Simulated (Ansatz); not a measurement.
Rh: what symmetry allows forces and stress to be

```yaml
crystal:
  lattice:
    - [2.73098, 0.00000, 0.00000]
    - [-1.36549, 2.36510, 0.00000]
    - [0.00000, 0.00000, 4.42849]
  atoms:
    - { symbol: Rh, position: [0.80398, 0.33333, 0.75000] }
    - { symbol: Rh, position: [0.33333, 0.66667, 0.25000] }
```

Level of theory: DFT PBE, scalar-relativistic, plane waves, PAW (Ansatz).

Settings: cutoff 420 eV, Γ-centred mesh 15×15×8 on the computed 2-atom cell, Gaussian smearing of 0.10 eV; no spin polarisation.

This distorted cell has space group P2_1/m, with 4 operations.

Q: Without a calculation: in which directions can each atom feel a force?

A: A force must be left unchanged by every operation that keeps its atom in place, so it lies in the space that those operations leave fixed. Atoms that the group maps onto each other feel forces of one size.
```json
{"atom": "Rh1", "site symmetry": "m", "operations at the site": "2", "equivalent to atom": "1", "allowed force (Cartesian)": "in the plane normal to (0.00, 0.00, 1.00)"}
{"atom": "Rh2", "site symmetry": "m", "operations at the site": "2", "equivalent to atom": "1", "allowed force (Cartesian)": "in the plane normal to (0.00, 0.00, 1.00)"}
```

That leaves 2 independent force components of 6. A relaxation in this cell that keeps the symmetry moves the atoms in these directions alone.

Q: And the stress tensor?

A: It must be invariant under the point group, which leaves 4 independent components: yz, xz vanish.

Q: Do the computed values obey this?

A: Yes. Forces (eV/Å):
```
Rh1 -1.060 -0.242  0.000
Rh2  1.060  0.242  0.000
```

Stress (GPa, compression positive, xx yy zz yz xz xy): -0.83 -3.96 5.59 0.00 0.00 2.66. The program imposes the same operations on density, forces and stress, so this confirms the analysis and is no independent test of the calculation.

This form isn't the element's structure at ambient conditions.